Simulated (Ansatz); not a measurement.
# SiO2 (I-42d) in Ansatz: settings compared

Aim: see how the results for SiO2 move with the level of theory and the settings. Levels: PBEsol, RPBE, revPBE, BLYP, r2SCAN. Tasks: relaxation of cell and atoms.

Program: Ansatz 0.2.0. These are calculated values, not measurements. Logs are shortened: lines on timing, memory, paths and dates and some standing lists are left out, and cuts for length are marked.

## 1. Starting point

The structure is tetragonal, space group I-42d (No. 122). Conventional cell: a = 4.955 Å, b = 4.955 Å, c = 7.311 Å, α = 90.00°, β = 90.00°, γ = 90.00°. Si (site symmetry -4) has 4 O at 1.61 Å as nearest neighbours. O (site symmetry 2) is surrounded by 2 Si at 1.61 Å.

The cell comes from a database or a generator and needn't be the stable form of this composition.

## 2. Relaxation of cell and atoms, PBEsol

File input.yaml:

```yaml
crystal:
  lattice:
    - [-2.4772904627, 2.4772904627, 3.6556712422]
    - [2.4772904627, -2.4772904627, 3.6556712422]
    - [2.4772904627, 2.4772904627, -3.6556712422]
  atoms:
    - { symbol: Si, position: [0.75, 0.25, 0.5] }
    - { symbol: Si, position: [0.0, 0.0, 0.0] }
    - { symbol: O, position: [0.875, 0.02821387, 0.65321387] }
    - { symbol: O, position: [0.77821387, 0.125, 0.15321387] }
    - { symbol: O, position: [0.97178613, 0.625, 0.84678613] }
    - { symbol: O, position: [0.375, 0.22178613, 0.34678613] }
hamiltonian:
  xc: pbesol
  pseudopotentials: { kind: paw }
kpoints:
  mp_grid: { grid: [8, 8, 8] }
scf:
  occupations: { method: fermi_dirac, width: 0.05 }
output:
  forces: true
  stress: true
  eigenvalues: true
relax:
  f_tol: 0.01
  max_steps: 40
  cell: { stress_tol: 0.05 }
```

Potentials or basis: Ansatz PAW.

Run with:

```sh
$ ansatz run input.yaml --threads 2 --pin off --max-ram 5632MiB --backend cpu --events-out ev --progress --plain --runs-dir out
```

Log:

```text
Warning: RAYON_NUM_THREADS=2 ignored (pool sized by the plan → 2); use --threads N
Engine: ansatz 0.2.0, aarch64-unknown-linux-gnu
Pseudopotentials: kind: paw
Pseudopotential: Si, paw, valence charge 4, recommended cutoff 420 eV (normal), Si.paw.azcp
Pseudopotential: O, paw, valence charge 6, recommended cutoff 420 eV (normal), O.paw.azcp
Functional definition: PBEsol
  exchange = pbesol_x
  correlation = pbesol_c
Crystal: 6 atoms, lattice volume = 89.739 Å³
Basis set: ecut = 420 eV, 1769 PW (Γ), exchange–correlation on 72×72×72 points (8 copies of the dense FFT grid, shifted against one another)
Bands: 22, of which v1, the nominal top of the filled ones, is band 16 counted from 1 (15 counted from 0)
Symmetry: 8 space group operations
Space group: I-42d (ITA 122), of the structure as read, at distance tolerance 4.5e-5 Å
k-points: 59 of 512 (time reversal used)
Non-local potential: Si, projectors of the file, l = 0: 2, l = 1: 2, l = 2: 2
Non-local potential: O, projectors of the file, l = 0: 2, l = 1: 2, l = 2: 1
PAW form: soft (Blöchl's): semilocal exchange-correlation on the pseudo side does not see the compensation charge
PAW frozen core: Si, regenerated for the run's functional, and the local potential with it (the file was generated under x = pbe(κ = 0.804, μ = 0.2195149727645171), c = pbe(β = 0.06672455060314922))
PAW frozen core: O, regenerated for the run's functional, and the local potential with it (the file was generated under x = pbe(κ = 0.804, μ = 0.2195149727645171), c = pbe(β = 0.06672455060314922))
PAW one-centre angular grid: Si, 110 points (default); XC on 64 Gauss nodes
PAW one-centre angular grid: O, 110 points (default); XC on 64 Gauss nodes
Initial density: superposition of atomic densities (neutral atoms: chi_scale 0, normalization atom), corrected by the library's trained network
Initial wavefunctions: pseudopotential atomic-orbital guess
Functional: x = pbesol(κ = 0.804, μ = 0.12345679012345678), c = pbesol(β = 0.046)
SCF iter   1: F=—  HF=-3493.255541 eV  |F-HF|=—  |Δ(HF+E_count)|=         —  Δρ=1.00e-2  dr2=6.66e-2  ethr=1.77e-3  ⟨swp⟩=6.9  Hψ=7816  notcnv=0  defer=2
preconditioner: auto → none  [insulator: Δε(μ)=5.774 eV  Ē_g=16.519 eV  σ=0.050 eV  W_gap=1.00  n_scr=14 (ndim 8)  ℏωp=22.2 eV  f_vac=0.253  D(μ)=0.00/eV (n_scr^D=0)  ε∞_Penn≈2.8]
SCF iter   2: F=—  HF=-3493.240564 eV  |F-HF|=—  |Δ(HF+E_count)|=   1.50e-2  Δρ=3.65e-3  dr2=7.41e-3  ethr=2.08e-4  ⟨swp⟩=2.0  Hψ=2745  notcnv=0  defer=97
SCF iter   3: F=—  HF=-3493.238396 eV  |F-HF|=—  |Δ(HF+E_count)|=   2.17e-3  Δρ=4.89e-4  dr2=6.95e-5  ethr=2.32e-5  ⟨swp⟩=2.0  Hψ=2047  notcnv=0  defer=97
SCF iter   4: F=—  HF=-3493.238702 eV  |F-HF|=—  |Δ(HF+E_count)|=   3.05e-4  Δρ=7.26e-5  dr2=2.47e-6  ethr=2.17e-7  ⟨swp⟩=2.0  Hψ=2143  notcnv=0  defer=97
SCF iter   5: F=—  HF=-3493.238702 eV  |F-HF|=—  |Δ(HF+E_count)|=   3.60e-7  Δρ=2.92e-5  dr2=3.21e-7  ethr=7.71e-9  ⟨swp⟩=2.0  Hψ=2092  notcnv=0  defer=97
SCF iter   6: F=-3493.238702 eV  HF=-3493.238702 eV  |F-HF|=4.91e-10  |Δ(HF+E_count)|=   3.59e-8  Δρ=2.10e-6  dr2=1.94e-9  ethr=3.13e-10  ⟨swp⟩=10.2  Hψ=6249  notcnv=0
SCF 1 converged in 6 iterations: F = -3493.238702 eV  dr2 = 1.94e-9
relax step   1: F+E_penalty+E_count = -3493.23870208 eV  Δ(F+E_penalty+E_count) = +0.000e0 eV  max|allowed force component| = 1.461e-1 eV/Å  Δτ_max = 0.0000 Å  P = +2.213 GPa  Ω = 89.739 Å³  (6 SCF iters, dr2 threshold 1.00e-7 eV, accepted)
Crystal: 6 atoms, lattice volume = 90.332 Å³
Basis set: ecut = 420 eV, 1785 PW (Γ), exchange–correlation on 72×72×72 points (8 copies of the dense FFT grid, shifted against one another)
Initial density: handed on by an earlier stage of this run
Initial wavefunctions: those handed on with the density
iter 1 solved again at ethr=5.23e-6 eV; its pass at ethr=3.10e-3 eV (dr2=1.67e-3 eV) is discarded
SCF iter   1: F=—  HF=-3493.242924 eV  |F-HF|=—  |Δ(HF+E_count)|=         —  Δρ=1.33e-3  dr2=1.44e-3  ethr=5.23e-6  ⟨swp⟩=1.7  Hψ=6316  notcnv=0
preconditioner: auto → none  [insulator: Δε(μ)=5.845 eV  Ē_g=16.541 eV  σ=0.050 eV  W_gap=1.00  n_scr=14 (ndim 8)  ℏωp=22.1 eV  f_vac=0.252  D(μ)=0.00/eV (n_scr^D=0)  ε∞_Penn≈2.8]
SCF iter   2: F=—  HF=-3493.242507 eV  |F-HF|=—  |Δ(HF+E_count)|=   4.16e-4  Δρ=6.22e-4  dr2=1.78e-4  ethr=4.50e-6  ⟨swp⟩=2.1  Hψ=2158  notcnv=0
[... 29 lines left out ...]
Crystal: 6 atoms, lattice volume = 91.046 Å³
iter 1 solved again at ethr=6.71e-8 eV; its pass at ethr=3.10e-3 eV (dr2=2.15e-5 eV) is discarded
SCF iter   1: F=—  HF=-3493.246836 eV  |F-HF|=—  |Δ(HF+E_count)|=         —  Δρ=1.50e-4  dr2=1.85e-5  ethr=6.71e-8  ⟨swp⟩=3.0  Hψ=7270  notcnv=0
preconditioner: auto → none  [insulator: Δε(μ)=5.814 eV  Ē_g=16.485 eV  σ=0.050 eV  W_gap=1.00  n_scr=14 (ndim 8)  ℏωp=22.0 eV  f_vac=0.252  D(μ)=0.00/eV (n_scr^D=0)  ε∞_Penn≈2.8]
SCF iter   2: F=—  HF=-3493.246875 eV  |F-HF|=—  |Δ(HF+E_count)|=   3.93e-5  Δρ=7.08e-5  dr2=2.30e-6  ethr=5.78e-8  ⟨swp⟩=2.0  Hψ=2164  notcnv=0
SCF iter   3: F=—  HF=-3493.246874 eV  |F-HF|=—  |Δ(HF+E_count)|=   6.63e-7  Δρ=2.08e-5  dr2=2.48e-7  ethr=7.20e-9  ⟨swp⟩=2.0  Hψ=2000  notcnv=0
SCF iter   4: F=-3493.246874 eV  HF=-3493.246874 eV  |F-HF|=1.44e-9  |Δ(HF+E_count)|=   3.04e-8  Δρ=4.61e-6  dr2=1.03e-8  ethr=1.38e-10  ⟨swp⟩=5.1  Hψ=5321  notcnv=0
SCF 5 converged in 4 iterations: F = -3493.246874 eV  dr2 = 1.03e-8
relax step   5: F+E_penalty+E_count = -3493.24687430 eV  Δ(F+E_penalty+E_count) = +2.088e-4 eV  max|allowed force component| = 8.278e-5 eV/Å  Δτ_max = 0.0002 Å  P = +0.002 GPa  Ω = 91.046 Å³  energy of the carried Pulay correction = -2.376e-4 eV  (4 SCF iters, dr2 threshold 4.43e-8 eV, accepted)
iter 1 solved again at ethr=1.73e-7 eV; its pass at ethr=3.10e-3 eV (dr2=5.54e-5 eV) is discarded
SCF iter   1: F=—  HF=-3493.247056 eV  |F-HF|=—  |Δ(HF+E_count)|=         —  Δρ=7.83e-6  dr2=1.60e-8  ethr=1.73e-7  ⟨swp⟩=3.1  Hψ=11473  notcnv=0
eigensolver tolerance schedule: the retry pair's looser diagonalisation over-reported the residual by 3462.18 of it (diagonalisation noise at 0.24 of the residual, at the tolerance the schedule requests for it); recorded, not acted on — ethr = c·dr2/N_el stays at c = 1.0e-1
preconditioner: auto → none  [insulator: Δε(μ)=5.816 eV  Ē_g=16.486 eV  σ=0.050 eV  W_gap=1.00  n_scr=14 (ndim 8)  ℏωp=22.0 eV  f_vac=0.251  D(μ)=0.00/eV (n_scr^D=0)  ε∞_Penn≈2.8]
SCF iter   2: F=—  HF=-3493.247098 eV  |F-HF|=—  |Δ(HF+E_count)|=   4.17e-5  Δρ=4.01e-6  dr2=3.78e-9  ethr=5.00e-11  ⟨swp⟩=3.1  Hψ=2781  notcnv=0
SCF iter   3: F=—  HF=-3493.247098 eV  |F-HF|=—  |Δ(HF+E_count)|=   3.12e-9  Δρ=2.14e-6  dr2=3.10e-9  ethr=1.18e-11  ⟨swp⟩=2.1  Hψ=2241  notcnv=0
SCF iter   4: F=—  HF=-3493.247098 eV  |F-HF|=—  |Δ(HF+E_count)|=  8.77e-10  Δρ=3.86e-7  dr2=8.46e-11  ethr=9.70e-12  ⟨swp⟩=2.0  Hψ=1975  notcnv=0
SCF iter   5: F=-3493.247098 eV  HF=-3493.247098 eV  |F-HF|=4.55e-13  |Δ(HF+E_count)|=  4.55e-13  Δρ=1.08e-7  dr2=5.20e-12  ethr=1.00e-12  ⟨swp⟩=5.6  Hψ=5289  notcnv=0
SCF 6 converged in 5 iterations: F = -3493.247098 eV  dr2 = 5.20e-12
relax step   6: F+E_penalty+E_count = -3493.24709767 eV  Δ(F+E_penalty+E_count) = -2.234e-4 eV  max|allowed force component| = 1.037e-4 eV/Å  Δτ_max = 0.0000 Å  P = +0.004 GPa  Ω = 91.046 Å³  stress off target by 2.40e-2 GPa  SCF on the basis re-selected at this cell (its energy is not comparable with the rows above)  (5 SCF iters)
basis re-selected at this cell: Δ(F+E_penalty+E_count) = -2.234e-4 eV, ΔP = +0.002 GPa vs the last step (what re-selecting the basis moved, of the pressure what is left beyond the Pulay correction that the steps carried, after the strain that the cell walked since its last selection, with what the two solves' SCF thresholds leave and, on support functions, any second-order correction that the steps lacked; it is no measure of the basis error at this ecutwfc). This SCF's stress stands 2.40e-2 GPa from its target on what of the cell is left free (relax.cell.stress_tol is 5.00e-2 GPa) and its largest allowed force component is 1.04e-4 eV/Å (relax.f_tol is 1.00e-2 eV/Å): within both
SCF converged after 5 iterations
Free energy (F): -3493.247098 eV
Harris-Foulkes:  -3493.247098 eV  (|F-HF|=4.55e-13)
Internal energy: -3493.247098 eV  (E = F + TS)
E sigma→0 (E₀):  -3493.247098 eV
Fermi energy:    3.599143 eV
--- Per-component energies (eV) ---
  E_band       = -193.600551
  E_kinetic    = 801.540766
  E_local      = -2350.545345  (includes V_loc(G=0)·N_el)
  E_nonlocal   = 241.972718
  E_hartree    = 868.380895
  E_xc         = -402.807673
  E_vxc        = -470.245601  (∫ρ·V_xc dr)
  E_paw        = -1611.839616  (= ΣΔE_a)
  E_vpaw       = -153.095345  (= ΣTr[D̂ρ^β])
  E_aug_tail   = 0.010415  (compensation charges beyond the density's cutoff)
  E_ewald      = -1040.163531
  E_core_change = 0.204273  (= ΣΔE_core)
  E_smearing   = -0.000000  (= −TS)
  E_closure    = 0.000000  (closes the sum)
  Σ components = -3493.247098   (vs F -3493.247098, Δ=0.00e0)
--- Forces (eV/Å), atoms counted from 1 ---
  atom   1  Si     0.00000000     0.00000000     0.00000000
  atom   2  Si     0.00000000    -0.00000000     0.00000000
  atom   3  O      0.00010368     0.00000000    -0.00000000
  atom   4  O     -0.00000000     0.00010368     0.00000000
  atom   5  O     -0.00000000    -0.00010368     0.00000000
  atom   6  O     -0.00010368    -0.00000000     0.00000000
  max |Σ_I F_I| component: 1.56e-17 eV/Å
--- Stress (GPa, compression-positive) ---
        0.017722      -0.000000       0.000000
       -0.000000       0.017722       0.000000
       -0.000000       0.000000      -0.024006
  P = ⅓ Tr σ = 0.0038 GPa (0.038 kbar)
--- Band table (eV; the first three rows and the last of 59) ---
  k-point 0: bands = ["-18.4721", "-16.3973", "-16.3973", "-16.3355", "-8.6123", "-4.9001", "-4.9001", "-4.6297", "-1.9205", "-1.4844", "-0.9863", "-0.9863", "-0.9309", "-0.0911", "0.6039", "0.6039", "6.4195", "9.2701", "11.0149", "11.0149", "11.1216", "12.4565"]
  k-point 1: bands = ["-18.4089", "-16.5022", "-16.4010", "-16.3435", "-8.4499", "-5.0394", "-4.8219", "-4.5459", "-1.9619", "-1.4321", "-1.1771", "-0.9965", "-0.9887", "-0.0588", "0.5561", "0.5581", "6.7499", "9.4628", "10.4875", "10.9066", "11.6938", "12.2145"]
  k-point 2: bands = ["-18.2244", "-16.7824", "-16.4089", "-16.3646", "-8.0010", "-5.3956", "-4.6151", "-4.3865", "-2.0715", "-1.5474", "-1.3294", "-1.1707", "-0.9646", "-0.0372", "0.4340", "0.4481", "7.6061", "9.9046", "10.1715", "10.7214", "11.9689", "12.0553"]
  k-point 58: bands = ["-17.5553", "-17.5553", "-16.4308", "-16.4308", "-6.4554", "-6.4554", "-4.3198", "-4.3198", "-1.8731", "-1.8731", "-1.4803", "-1.4803", "-0.8630", "-0.8630", "0.2835", "0.2835", "9.4103", "9.4103", "10.7224", "10.7224", "12.1110", "12.1110"]
--- Relaxed structure (4 steps of the walk, 4 accepted, 2 SCFs on fresh bases) ---
  F+E_penalty+E_count = -3493.24709767 eV   max|allowed force component| = 1.037e-4 eV/Å   (the final SCF, on the basis selected at the relaxed cell)
  cell:  # Å, volume = 91.0455 Å³
    - [-2.49044750981065, 2.49044750981065, 3.6698129660480032]
    - [2.49044750981065, -2.49044750981065, 3.6698129660480032]
    - [2.49044750981065, 2.49044750981065, -3.6698129660480032]
  atoms:
    - { symbol: Si, position: [0.75, 0.24999999999999997, 0.5] }
    - { symbol: Si, position: [4.403435018976964e-35, -4.55892145071603e-21, -4.558921450715986e-21] }
    - { symbol: O, position: [0.8749999999999998, 0.028602420165363365, 0.6536024201653632] }
    - { symbol: O, position: [0.7786024201653633, 0.12499999999999994, 0.15360242016536324] }
    - { symbol: O, position: [0.9713975798346366, 0.625, 0.8463975798346366] }
    - { symbol: O, position: [0.375, 0.22139757983463665, 0.34639757983463665] }
```

Run time: 40 s. Hardware: 2 threads of Arm Neoverse V1, shared host; peak memory 0.39 GiB.

What came out:

| Item | Value |
| --- | --- |
| Free energy | -3493.2471 eV |
| Relaxed volume | 15.17 Å³/atom |
| Relaxed cell | a = 5.086 Å, b = 5.086 Å, c = 5.086 Å, α = 121.37°, β = 121.37°, γ = 87.65° |
| Space group after relaxing (to 0.05 Å) | I-42d (No. 122) |
| Energy gained by relaxing | 1.4 meV/atom |
| Ionic steps | 6 |
| Pressure after relaxing | 0.0 GPa |
| Band gap on the k mesh | 5.82 eV, direct |

Step by step:
| step | energy change (eV) | largest force (eV/Å) | volume (Å³) |
| --- | --- | --- | --- |
| 1 | 0.0000 | 0.1461 | 89.74 |
| 2 | -0.0038 | 0.0791 | 90.33 |
| 3 | -0.0038 | 0.0073 | 90.98 |
| 4 | -0.0084 | 0.0074 | 90.98 |
| 5 | -0.0082 | 0.0001 | 91.05 |
| 6 | -0.0084 | 0.0001 | 91.05 |

Final structure:
```cif
data_structure
_symmetry_space_group_name_H-M 'P 1'
_symmetry_Int_Tables_number 1
_cell_length_a 5.0865
_cell_length_b 5.0865
_cell_length_c 5.0865
_cell_angle_alpha 121.369
_cell_angle_beta 121.369
_cell_angle_gamma 87.646
_cell_volume 91.05
loop_
_atom_site_label
_atom_site_type_symbol
_atom_site_fract_x
_atom_site_fract_y
_atom_site_fract_z
_atom_site_occupancy
Si1 Si 0.75000 0.25000 0.50000 1
Si2 Si 0.00000 0.00000 0.00000 1
O1 O 0.87500 0.02860 0.65360 1
O2 O 0.77860 0.12500 0.15360 1
O3 O 0.97140 0.62500 0.84640 1
O4 O 0.37500 0.22140 0.34640 1
```

Caveat: the plane-wave basis is chosen anew once the cell has moved, so the energies of steps on either side of that aren't comparable; the pressure holds a Pulay correction of +0.5 GPa for the finite cutoff; the PAW data sets come from PBE, with cores solved anew for the run's functional, which leaves a small shift of forces and pressure.

(Part 1 of 2 ends here.)
